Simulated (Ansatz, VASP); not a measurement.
Two plane-wave programs on MgB2

INCAR

```
  PREC = Accurate
  ENCUT = 520
  EDIFF = 1E-7
  ISMEAR = 0
  SIGMA = 0.15
  LREAL = False
  LASPH = True
  NELM = 60
  ALGO = Normal
  ISIF = 2
  LWAVE = False
  LCHARG = True
  GGA = PS
  LELF = True
  LVHAR = True
  NBANDS = 11
```

The input KPOINTS:

```
Automatic mesh
0
Gamma
  18 18 14
```

Contents of POSCAR:

```
MgB2
1.0
    2.9392233386      0.0000000000      0.0000000000
   -1.4696116693      2.5454420786      0.0000000000
    0.0000000000      0.0000000000      3.5044564168
Mg B
1 2
Direct
    0.0000000000      0.0000000000      0.0000000000
    0.3333333333      0.6666666667      0.5000000000
    0.6666666667      0.3333333333      0.5000000000
```

Input for Ansatz:

```yaml
crystal:
  lattice:
    - [2.9392233386, 0.0, 0.0]
    - [-1.4696116693, 2.5454420786, 0.0]
    - [0.0, 0.0, 3.5044564168]
  atoms:
    - { symbol: Mg, position: [0.0, 0.0, 0.0] }
    - { symbol: B, position: [0.3333333333, 0.6666666667, 0.5] }
    - { symbol: B, position: [0.6666666667, 0.3333333333, 0.5] }
basis:
  ecutwfc: 420
kpoints:
  mp_grid: { grid: [18, 18, 14] }
hamiltonian:
  xc: pbesol
scf:
  occupations: { method: gaussian, width: 0.15 }
output:
  forces: true
  stress: true
  eigenvalues: true
```

Change from the starting cell: strain -0.040 along x and y, +0.000 along z, atoms carried along.

Alike in both runs: task single point; functional PBEsol; k mesh 18 × 18 × 14; occupations gaussian, width 0.15 eV; no spin polarisation.

|  | VASP | Ansatz |
| --- | --- | --- |
| version | VASP 6.6.1 | Ansatz 0.2.0 |
| potentials or method | VASP PAW PBE potentials, release 64 (Mg, B) | scalar-relativistic, plane waves, PAW |
| plane-wave cutoff (eV) | 520 | 420 |
| valence electrons in the cell | 8 | 16 |

```csv
,VASP,Ansatz,Ansatz less VASP
gap on the k mesh at the Fermi level (eV),none,none,-
pressure (GPa),17.1,17.0,-0.13
largest component of the traceless stress (GPa),14.73,14.53,-0.205
```

A gap of «none» marks a metal or a gap that the smearing closes. With one functional, cell and mesh, what is left measures potentials, basis and numerics. The two sets of potentials don't hold the same shells in valence.

Caveats: so large a pressure means that the cell lies far from this level's equilibrium, or that cutoff or potentials fall short (VASP); the potentials were made for another functional, which shifts forces and pressure (VASP).
